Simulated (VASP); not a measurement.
Crystal: HfN.

```
Hf N
1.0
     0.00000    2.25600    2.25600
     2.25600    0.00000    2.25600
     2.25600    2.25600    0.00000
Hf N
1 1
Direct
  0.00000 0.00000 0.00000
  0.50000 0.50000 0.50000
```

Base run:

```yaml
Program: VASP 6.6.1
Functional: SCAN
Potentials_or_basis: VASP PAW PBE potentials, release 64 (Hf_pv, N)
Cutoff: 520 eV
k_mesh: 10 × 10 × 10
Occupations: fermi-dirac, width 0.05 eV
Spin: no spin polarisation
```

Its results: pressure -3.5 GPa.

Q: The run is repeated on the same cell with these changes: functional from SCAN to r2SCAN; further incar settings from ALGO = Normal; EDIFF = 1e-06 to ALGO = Normal; EDIFF = 1e-06; NBANDS = 14. What comes out?

A: Pressure -0.1 GPa.

Caveats: the PAW data sets were made with another functional, which shifts forces and pressure a little.
